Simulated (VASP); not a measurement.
Wanted: the native input for a VASP 6.6.1 run.

```
Task                   : single point
Functional             : PBEsol
Potentials or basis    : VASP PAW PBE potentials, release 64 (In_d, Sb)
Cutoff                 : 520 eV
k mesh                 : 14 × 14 × 14
Occupations            : gaussian, width 0.1 eV
Spin                   : non-collinear spin, zero start, spin-orbit coupling
Starting moments       : [[0.0, 0.0, 0.0], [0.0, 0.0, 0.0]] μB
Further INCAR settings : ALGO = Fast; EDIFF = 1e-06; NBANDS = 30
```

The structure of InSb lies in POSCAR:

```
InSb
1.0
   -2.9041400000      2.9041400000      1.5853500000
    2.9041400000     -2.9041400000      1.5853500000
    2.9041400000      2.9041400000     -1.5853500000
In Sb
1 1
Direct
    0.7500000000      0.2500000000      0.5000000000
    0.0000000000      0.0000000000      0.0000000000
```

Measurements of this composition are mostly on another form, of space group No. 216.

The input as run:

INCAR

```
SYSTEM = InSb
PREC     = Accurate       ! precision mode
ENCUT    = 520            ! plane-wave cutoff, eV
EDIFF    = 1E-6           ! SCF threshold, eV
ISMEAR   = 0              ! smearing method
SIGMA    = 0.1            ! smearing width, eV
LREAL    = .False.        ! projectors in reciprocal space
LASPH    = .True.         ! aspherical terms in the spheres
NELM     = 60             ! most SCF steps
ALGO     = Fast           ! electronic algorithm
ISIF     = 2              ! what is computed and relaxed
LWAVE    = .False.        ! write WAVECAR
LCHARG   = .False.        ! write CHGCAR
MAGMOM   = 0 0 0 0 0 0    ! initial moments
LORBIT   = 11             ! projections on sites
LSORBIT  = .True.         ! spin-orbit coupling
GGA_COMPAT= .False.      
GGA      = PS             ! functional
NBANDS   = 30             ! bands
```

KPOINTS

```
Automatic mesh
0
Gamma
  14 14 14
  0 0 0
```

Potentials or basis: VASP PAW PBE potentials, release 64 (In_d, Sb).

Command:

```bash
$ cat potpaw_PBE.64/In_d/POTCAR potpaw_PBE.64/Sb/POTCAR > POTCAR
$ mpirun -np 1 vasp_ncl > vasp.out
```

It gave:

```yaml
Pressure: 0.0 GPa
Net_moment: 0.00 μB per cell
Valence_electrons_inside_the_program's_atomic_spheres: In 11.37; Sb 2.41
```

Caveat: the PAW data sets were made with another functional, which shifts forces and pressure a little.

Wall time 45 min on 1 thread of Intel(R) Xeon(R) Platinum 8375C CPU @ 2.90GHz (Ice Lake), with other jobs on the host, peak memory 1.1 GiB.
